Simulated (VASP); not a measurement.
Here is a VASP 6.6.1 calculation.

Contents of POSCAR:

```
GaSb
1.0
    0.0000000000      3.0590000000      3.0590000000
    3.0590000000      0.0000000000      3.0590000000
    3.0590000000      3.0590000000      0.0000000000
Sb Ga
1 1
Direct
    0.7500000000      0.7500000000      0.7500000000
    0.0000000000      0.0000000000      0.0000000000
```

INCAR.step1

```
SYSTEM = GaSb
ALGO = Normal ; EDIFF = 1E-5
ENCUT = 520 ; GGA = PE
ISIF = 2 ; ISMEAR = -1
LASPH = .True. ; LCHARG = .False.
LREAL = .False. ; LWAVE = .True.
NBANDS = 16 ; NELM = 60
PREC = Accurate ; SIGMA = 0.05
```

The input INCAR.step2:

```
SYSTEM = GaSb
AEXX = 0.25 ; ALGO = Normal
EDIFF = 1E-6 ; ENCUT = 520
HFRCUT = -1 ; ISIF = 2
ISMEAR = -1 ; ISTART = 1
LASPH = .True. ; LCHARG = .False.
LHFCALC = .True. ; LMIXTAU = .True.
LREAL = .False. ; LWAVE = .False.
METAGGA = SCAN ; NBANDS = 16
NELM = 60 ; PREC = Accurate
PRECFOCK = Fast ; SIGMA = 0.05
```

File KPOINTS:

```
k-points
0
Gamma
  4 4 4
  0 0 0
```

The input KPOINTS_OPT:

```
path GXWKGLUWLK,UX
10
line-mode
reciprocal
 0.0000000000  0.0000000000  0.0000000000  G
 0.5000000000  0.0000000000  0.5000000000  X

 0.5000000000  0.0000000000  0.5000000000  X
 0.5000000000  0.2500000000  0.7500000000  W

 0.5000000000  0.2500000000  0.7500000000  W
 0.3750000000  0.3750000000  0.7500000000  K

 0.3750000000  0.3750000000  0.7500000000  K
 0.0000000000  0.0000000000  0.0000000000  G

 0.0000000000  0.0000000000  0.0000000000  G
 0.5000000000  0.5000000000  0.5000000000  L

 0.5000000000  0.5000000000  0.5000000000  L
 0.6250000000  0.2500000000  0.6250000000  U

 0.6250000000  0.2500000000  0.6250000000  U
 0.5000000000  0.2500000000  0.7500000000  W

 0.5000000000  0.2500000000  0.7500000000  W
 0.5000000000  0.5000000000  0.5000000000  L

 0.5000000000  0.5000000000  0.5000000000  L
 0.3750000000  0.3750000000  0.7500000000  K

 0.6250000000  0.2500000000  0.6250000000  U
 0.5000000000  0.0000000000  0.5000000000  X
```

Potentials or basis: VASP PAW PBE potentials, release 64 (Sb, Ga_d).

Run with:

```sh
$ cat potpaw_PBE.64/Sb/POTCAR potpaw_PBE.64/Ga_d/POTCAR > POTCAR
$ cp INCAR.step1 INCAR
$ mpirun -np 1 vasp_std > vasp.out
$ cp INCAR.step2 INCAR
$ mpirun -np 1 vasp_std > vasp.out
```

Problem. Predict the band gap along the path.

Solution. 1.55 eV, direct.

Problem. What does it give for the band gap on the k mesh?

Solution. 1.55 eV, direct.

Problem. Predict the pressure.

Solution. -1.3 GPa.

Levels at the corners of the path, in eV from the valence-band top:
```csv
point,band 6,band 7,band 8,band 9,band 10,band 11,band 12,band 13
Γ,-13.00,0.00,0.00,0.00,1.55,4.20,4.20,4.20
X,-10.15,-7.70,-2.93,-2.93,2.21,2.52,10.87,10.87
X,-10.15,-7.70,-2.93,-2.93,2.21,2.52,10.87,10.87
W,-10.08,-7.53,-3.76,-3.49,5.37,5.80,6.09,6.30
W,-10.08,-7.53,-3.76,-3.49,5.37,5.80,6.09,6.30
K,-10.21,-7.47,-4.07,-2.50,2.74,5.45,8.53,8.73
K,-10.21,-7.47,-4.07,-2.50,2.74,5.45,8.53,8.73
Γ,-13.00,0.00,0.00,0.00,1.55,4.20,4.20,4.20
Γ,-13.00,0.00,0.00,0.00,1.55,4.20,4.20,4.20
L,-11.12,-7.19,-1.32,-1.32,1.76,5.27,5.27,8.14
L,-11.12,-7.19,-1.32,-1.32,1.76,5.27,5.27,8.14
U,-10.21,-7.47,-4.07,-2.50,2.74,5.45,8.53,8.73
U,-10.21,-7.47,-4.07,-2.50,2.74,5.45,8.53,8.73
W,-10.08,-7.53,-3.76,-3.49,5.37,5.80,6.09,6.30
W,-10.08,-7.53,-3.76,-3.49,5.37,5.80,6.09,6.30
L,-11.12,-7.19,-1.32,-1.32,1.76,5.27,5.27,8.14
L,-11.12,-7.19,-1.32,-1.32,1.76,5.27,5.27,8.14
K,-10.21,-7.47,-4.07,-2.50,2.74,5.45,8.53,8.73
U,-10.21,-7.47,-4.07,-2.50,2.74,5.45,8.53,8.73
X,-10.15,-7.70,-2.93,-2.93,2.21,2.52,10.87,10.87
```

Caveat: the k mesh is coarse (spacing up to 0.44 Å⁻¹), so the values aren't converged, least of all with exact exchange; the PAW data sets were made with another functional, which shifts forces and pressure a little; spin-orbit coupling is left out, which moves the levels of the heavy elements.
